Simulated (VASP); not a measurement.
A run of VASP 6.6.1:

File INCAR:

```
SYSTEM = CoO
ALGO = Normal
EDIFF = 1E-7
EDIFFG = -0.01
ENCUT = 600
IBRION = 2
ISIF = 3
ISMEAR = -1
ISPIN = 2
LASPH = .TRUE.
LCHARG = .FALSE.
LMAXMIX = 4
LORBIT = 11
LREAL = .FALSE.
LWAVE = .FALSE.
MAGMOM = 2 0
NELM = 120
NSW = 40
PREC = Accurate
SIGMA = 0.05
```

File KPOINTS:

```
k-points
0
G
  8 8 8
  0 0 0
```

File POSCAR:

```
CoO
1.0
    1.6022198417      0.9250420569      2.5664708903
   -1.6022198417      0.9250420569      2.5664708903
    0.0000000000     -1.8500841138      2.5664708903
Co O
1 1
Direct
    0.9989783200      0.9989783200      0.9989783200
    0.7510210300      0.7510210300      0.7510210300
```

Potentials or basis: VASP PAW LDA potentials, release 64 (Co, O).

Command:

```console
$ cat potpaw_LDA.64/Co/POTCAR potpaw_LDA.64/O/POTCAR > POTCAR
$ mpirun -np 1 vasp_std > vasp.out
```

Hardware: 1 thread of Intel(R) Xeon(R) Platinum 8488C (Sapphire Rapids), on a shared host.

Problem. Estimate the wall time of this run.

Solution. Run time: 3 min on 1 thread of Intel(R) Xeon(R) Platinum 8488C (Sapphire Rapids), with other jobs on the host, peak memory 0.18 GiB. Counts: scf iterations 81, k points 65, ion steps 9.
